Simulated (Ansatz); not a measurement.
# Si3H2C3 (flat sheet): the cost of one run

Program: Ansatz 0.2.0. Level of theory: DFT PBE, scalar-relativistic, plane waves, PAW. These are calculated values, not measurements.

3 further runs of the same task are left out: 3 set aside as unsound or not needed.

## (1) The structure to begin with

It takes space group P-6m2 (No. 187, hexagonal). Conventional cell: a = 3.097 Å, b = 3.097 Å, c = 23.800 Å, α = 90.00°, β = 90.00°, γ = 120.00°. Si (site symmetry -6m2) is surrounded by 3 C at 1.79 Å. C (site symmetry -6m2) has 3 Si at 1.79 Å as nearest neighbours.

Coordinates:

```cif
data_structure
_symmetry_space_group_name_H-M 'P 1'
_symmetry_Int_Tables_number 1
_cell_length_a 3.0966
_cell_length_b 3.0966
_cell_length_c 23.8000
_cell_angle_alpha 90.000
_cell_angle_beta 90.000
_cell_angle_gamma 120.000
_cell_volume 197.64
loop_
_atom_site_label
_atom_site_type_symbol
_atom_site_fract_x
_atom_site_fract_y
_atom_site_fract_z
_atom_site_occupancy
Si1 Si 0.33333 0.66667 0.37815 1
C1 C 0.66667 0.33333 0.37815 1
```

This sheet was relaxed beforehand with the same method; its gap on the mesh is 2.54 eV.

## (2) The zigzag ribbon, N = 3 with H caps

The ribbon is cut from the relaxed sheet, periodic along c; N counts formula units a period. The edge energy is the mean of both edges over the sheet, -443.0766 eV an atom. Each H cap counts from half an H2 molecule (-15.872 eV in a separate run).

The cell holds 3 Si, 3 C, 2 H: a = 17.800 Å, b = 9.300 Å, c = 3.097 Å, α = 90.00°, β = 90.00°, γ = 90.00°.

## (3) Relaxing it

Pressure and volume refer to the whole cell with its vacuum; only the period along c may change.

Input file input.yaml:

```yaml
crystal:
  lattice:
    - [17.8, 0.0, 0.0]
    - [0.0, 9.3, 0.0]
    - [0.0, 0.0, 3.0965990554]
  atoms:
    - { symbol: Si, position: [0.3632147262, 0.5, 0.0] }
    - { symbol: Si, position: [0.5138739087, 0.5, 0.5] }
    - { symbol: Si, position: [0.6645330911, 0.5, 0.0] }
    - { symbol: C, position: [0.3129949988, 0.5, 0.5] }
    - { symbol: C, position: [0.4636541812, 0.5, 0.0] }
    - { symbol: C, position: [0.6143133636, 0.5, 0.5] }
    - { symbol: H, position: [0.7482409563, 0.5, 0.0] }
    - { symbol: H, position: [0.2517590437, 0.5, 0.5] }
basis:
  ecutwfc: 420
kpoints:
  mp_grid: { grid: [1, 1, 17] }
hamiltonian:
  xc: pbe
scf:
  occupations: { method: gaussian, width: 0.05 }
output:
  forces: true
  stress: true
  eigenvalues: true
  populations: true
  write_density: true
  write_potential: true
  elf: true
  volumetric_format: npy
relax:
  adjacent_minimum: "off"
  f_tol: 0.02
  max_steps: 45
  cell: { fix: [a, b, alpha, beta, gamma], stress_tol: 0.03 }
```

Launch:

```console
$ ansatz run input.yaml --threads 4 --pin off --max-ram 11264MiB --backend cpu --events-out ev --progress --plain --runs-dir out
```

What time and memory should one allow on 4 threads of Intel Xeon Platinum 8375C at 2.90GHz (Ice Lake), shared host?

About 20 s, with a peak of 0.83 GiB.
